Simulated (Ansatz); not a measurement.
# Stack of 1T-CoBrI under 1T-ZrSSe, upper layer turned by 180° in a perpendicular field, part 2 of 2

Wanted: the out-of-plane response of the stack of 1T-CoBrI under 1T-ZrSSe, upper layer turned by 180°. A positive field points along +c.

Ansatz 0.2.0; plane-wave DFT, PBE-D3(BJ), Ansatz PAW.

So far. Step 8 (Atoms held, field 0.3 V/Å): The dipole is 0.146 e·Å, 0.204 e·Å from its value without field.

## (9) Response, atoms held

This step: plane-wave DFT, PBE-D3(BJ), Ansatz PAW; response to a field along the normal, atoms held (Ansatz 0.2.0).

The dipoles give the slope, and the difference of two potentials shows where the field is screened.

This step gave:

```yaml
equivalent_conductor_thickness_p_eps_0ae: 10.53 Å
distance_between_the_outer_atoms: 8.963 Å
```

Table of dipole of the cell by applied field:

```
applied field (V/Å)  dipole of the cell (e·Å)
             -0.050                   -0.0934
              0.000                   -0.0585
              0.050                   -0.0240
              0.100                    0.0103
              0.200                    0.0782
              0.300                     0.146
```

The total moment stays at 1.000 μB for applied field from -0.05 to 0.3 V/Å.

Local field over the applied field, running mean. From the potentials at -0.05 and 0.05 V/Å; running mean over 2.5 Å. Local field over applied field against z:

```
z (Å)  local field over applied field
  4.5                           0.997
  5.0                           0.992
  5.5                           0.978
  6.0                           0.944
  6.5                           0.869
  7.0                           0.738
  7.5                           0.573
  8.0                           0.396
  8.5                           0.232
  9.0                           0.117
  9.5                          0.0652
 10.0                          0.0452
 10.5                          0.0423
 11.0                          0.0546
 11.5                          0.0733
 12.0                           0.103
 12.5                           0.143
 13.0                           0.170
 13.5                           0.169
 14.0                           0.145
 14.5                           0.102
 15.0                          0.0584
 15.5                          0.0365
 16.0                          0.0316
 16.5                          0.0367
 17.0                          0.0558
 17.5                           0.101
 18.0                           0.201
 18.5                           0.355
 19.0                           0.532
 19.5                           0.707
 20.0                           0.854
 20.5                           0.942
 21.0                           0.980
 21.5                           0.993
 22.0                           0.998
 22.5                           0.999
```

Electrons, planar mean, per unit field. Induced electron density against z:

```
z (Å)  induced electron density (e/Å³ per V/Å)
  4.5                                   1.3e-5
  5.0                                   3.8e-5
  5.5                                   1.0e-4
  6.0                                   2.8e-4
  6.5                                   7.0e-4
  7.0                                  0.00160
  7.5                                  0.00297
  8.0                                  0.00312
  8.5                                  0.00118
  9.0                                   9.7e-4
  9.5                                   5.6e-5
 10.0                                  -8.6e-4
 10.5                                   5.1e-5
 11.0                                   5.9e-4
 11.5                                  -2.2e-4
 12.0                                  -5.9e-4
 12.5                                 -0.00102
 13.0                                  -8.2e-4
 13.5                                   3.8e-4
 14.0                                  0.00134
 14.5                                   8.3e-4
 15.0                                   2.0e-4
 15.5                                   4.1e-5
 16.0                                  -5.4e-4
 16.5                                  -4.0e-5
 17.0                                   4.2e-4
 17.5                                  -5.4e-4
 18.0                                  -6.9e-4
 18.5                                 -0.00287
 19.0                                 -0.00356
 19.5                                 -0.00196
 20.0                                  -7.8e-4
 20.5                                  -2.7e-4
 21.0                                  -8.8e-5
 21.5                                  -2.7e-5
 22.0                                  -8.0e-6
 22.5                                  -2.3e-6
```

By hand: between -0.05 and 0.05 V/Å the dipole changes by 0.06946 e·Å, a slope of 0.6946 e·Å²/V. A perfect conductor of thickness t has p = ε₀AEt, so t = 180.95 × 0.6946 / 11.873 = 10.59 Å (e/ε₀ = 180.95 V·Å, A in Å²).

The induced dipole is that of a conductor 10.53 Å thick.

## (10) Varying the input

This step: plane-wave DFT, PBE-D3(BJ), Ansatz PAW (Ansatz 0.2.0).

A run with a changed input: it repeats the earlier run at 0.05 V/Å with scf.occupations.method from fermi_dirac to gaussian, scf.occupations.width from 0.02585 to 0.025, basis.ecutwfc to 14.7 Ry and scf.mixing.preconditioner to kerker_dos.

input.yaml reads:

```yaml
crystal:
  lattice:
    - [3.7027164792, 0.0, 0.0]
    - [-1.8513582396, 3.206646534, 0.0]
    - [0.0, 0.0, 26.9631579744]
  atoms:
    - { symbol: I, position: [0.6666666667, 0.3333333333, 0.3337887946], spin: -0.01 }
    - { symbol: Co, position: [0.0, 0.0, 0.388645387], spin: 0.92 }
    - { symbol: Br, position: [0.3333333333, 0.6666666667, 0.4378708024], spin: 0.03 }
    - { symbol: Se, position: [0.6666666667, 0.3333333333, 0.5532860993] }
    - { symbol: Zr, position: [0.3333333333, 0.6666666667, 0.6143071701] }
    - { symbol: S, position: [0.0, 0.0, 0.6662112054] }
magnetization:
  spin_polarized: true
kpoints:
  mp_grid: { grid: [18, 18, 1] }
  band_path:
    path: [[0, 0, 0], [0.5, 0, 0], [0.33333333, 0.33333333, 0], [0, 0, 0]]
    npoints: 16
hamiltonian:
  xc: pbe
  dispersion: d3bj
scf:
  occupations: { method: gaussian, width: 0.025 }
  convergence: { dr2_threshold: 1.0e-10 }
  mixing: { preconditioner: kerker_dos }
efield:
  axis: 3
  dipole_correction: true
  ramp_position: 0.97
  ramp_width: 0.06
  amplitude: 0.05
output:
  write_potential: true
  write_density: true
  volumetric_format: npy
basis:
  ecutwfc: "14.7 Ry"
```

On the command line:

```bash
> ansatz run input.yaml --threads 4 --pin off --max-ram 12288MiB --backend cpu --events-out ev --progress --plain --runs-dir out
```

The job ended after 27 s (4 threads of AMD EPYC 9R14 (Zen 4), shared host; peak memory 0.78 GiB; 1.7 min of CPU time).

```
                     quantity  this run  earlier run  difference
dipole along the normal (e·Å)  -0.02055     -0.02397      0.0034
            total moment (μB)     1.001       1.0000      0.0011
```

What moves beyond 0.01 in its unit (for the dipole 0.5 % and 5e-5 e·Å): dipole along the normal (+0.00342 e·Å).

With this change the program also warns of density in the ramp of the sawtooth; these numbers are not the system's.

## (11) A changed input: scf.mixing.algorithm = "broyden" and scf.mixing.beta = 0.2

Another changed input: it repeats the earlier run at 0.05 V/Å with scf.mixing.algorithm to broyden and scf.mixing.beta to 0.2.

Edit input.yaml of step 10 so:

```diff
@@ -23,5 +23,5 @@
 scf:
-  occupations: { method: gaussian, width: 0.025 }
+  occupations: { method: fermi_dirac, width: 0.02585 }
   convergence: { dr2_threshold: 1.0e-10 }
-  mixing: { preconditioner: kerker_dos }
+  mixing: { algorithm: broyden, beta: 0.2 }
 efield:
@@ -36,3 +36 @@
   volumetric_format: npy
-basis:
-  ecutwfc: "14.7 Ry"
```

Elapsed: 44 s, on 4 threads; peak memory 1.6 GiB.

Numbers from this step:

```yaml
energy_at_zero_smearing: -25983.5964 eV
total_moment: 1.0000 μB
site_moments: -0.008011, 0.9244, 0.02665, -5.95e-4, 0.004382, 9.32e-4 μB
dipole_along_the_normal: -0.02397 e·Å
```

Deep bands are left out, so band numbers here count from the lowest band kept and differ from the log's. The electronic bands at the labelled points (eV, zero at the Fermi level; # counts the bands kept):

```
  point  up #14  up #16  up #17  up #18  down #13  down #14  down #15  down #16
      Γ   -0.47    0.58    0.58    0.80     -0.56     -0.47     -0.47      0.81
halfway   -0.93   -0.31    0.25    0.57     -0.88     -0.48     -0.33      0.55
      M   -1.13    0.08    0.23    0.28     -0.96     -0.53     -0.51      0.18
halfway   -1.07   -0.25    0.09    0.92     -0.75     -0.52     -0.45      0.88
      K   -0.96   -0.49   -0.03    1.57     -0.74     -0.48     -0.38      0.76
halfway   -0.92   -0.26   -0.11    1.11     -0.78     -0.46     -0.35      0.85
      Γ   -0.47    0.58    0.58    0.80     -0.56     -0.47     -0.47      0.81
```

```
                     quantity  this run  earlier run  difference
dipole along the normal (e·Å)  -0.02397     -0.02397     -2.7e-6
            total moment (μB)    1.0000       1.0000     -6.0e-9
```

Nothing in the table moves by 0.01 in its unit (for the dipole 0.5 % and 5e-5 e·Å). The run took 22 SCF cycles against 16.

Of the bands kept, 2 cross the Fermi level on this path, both spins counted.

## (12) Outcome

- gap without field: none
- work function, upper face: 5.31 eV
- step between the vacuum levels: 0.892 eV
- equivalent conductor thickness, atoms held: 10.5 Å

The induced dipole equals that of a perfect conductor 10.53 Å thick, while the outer atoms lie 8.96 Å apart. The two faces differ: the vacuum level above lies 0.89 eV higher than the one below. There is no gap over 0.03 eV, with or without the field. For an open d or f shell that can be the fault of a semilocal functional without a Hubbard term. The magnetic order is the one reached from the typed start; other orders were not compared. Spin-orbit coupling is left out, which matters for the bands of elements this heavy.

[Logs are printed without paths, hosts, clocks, repeated set-up lines and the standing remarks that a program may print on its own settings, such as how far it seeks lower states.]

[Hosts, paths, dates, database ids (printed as entryN), source tags and the programs' standing remarks are cut or masked in the printed files.]

[Maps of the electrostatic potential energy from Ansatz leave out the sawtooth potential of an applied field or a dipole correction, so their vacuum need not be flat; planar profiles and work functions include it.]
